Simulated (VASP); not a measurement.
Here is a VASP 6.6.1 calculation.

Contents of INCAR:

```
SYSTEM = Ir
ALGO = Fast
EDIFF = 1E-6
EDIFFG = -0.005
ENCUT = 600
GGA = PE
IBRION = 2
ISIF = 3
ISMEAR = 0
LASPH = .TRUE.
LCHARG = .FALSE.
LREAL = .FALSE.
LWAVE = .FALSE.
NELM = 100
NSW = 100
PREC = Accurate
SIGMA = 0.1
```

KPOINTS

```
k-points
0
G
  18 18 10
  0 0 0
```

POSCAR

```
Ir
1.0
    2.7513778946      0.0000000000      0.0000000000
   -1.3756889473      2.3827631521      0.0000000000
    0.0000000000      0.0000000000      4.4622900000
Ir
2
Direct
    0.6666666700      0.3333333300      0.7500000000
    0.3333333300      0.6666666700      0.2500000000
```

Potentials or basis: VASP PAW PBE potentials, release 64 (Ir).

Command:

```bash
$ cat potpaw_PBE.64/Ir/POTCAR > POTCAR
$ mpirun -np 1 vasp_std > vasp.out
```

Question: Estimate the relaxed volume.

Answer: 14.59 Å³/atom.

Question: Estimate the band gap on the k mesh.

Answer: None (metal or under the smearing width).

Question: Predict the relaxed cell.

Answer: a = 2.750 Å, b = 2.750 Å, c = 4.455 Å, α = 90.00°, β = 90.00°, γ = 120.00°.

Question: Predict the space group after relaxing (to 0.05 Å).

Answer: P6_3/mmc (No. 194).

Step by step:
| step | energy change (eV) | largest force (eV/Å) | pressure (GPa) | volume (Å³) |
| --- | --- | --- | --- | --- |
| 1 | 0.0000 | 0.0000 | -1.11 | 29.25 |
| 2 | 0.0042 | 0.0000 | 4.27 | 28.83 |
| 3 | -0.0003 | 0.0000 | 0.05 | 29.17 |
| 4 | -0.0003 | 0.0000 | 0.03 | 29.17 |
| 5 | -0.0003 | 0.0000 | 0.04 | 29.17 |
| 6 | -0.0002 | 0.0000 | -0.47 | 29.21 |
| 7 | -0.0003 | 0.0000 | 0.00 | 29.17 |
| 8 | -0.0003 | 0.0000 | -0.03 | 29.18 |

The run has no spin-orbit coupling, so splittings on Ir are missing.
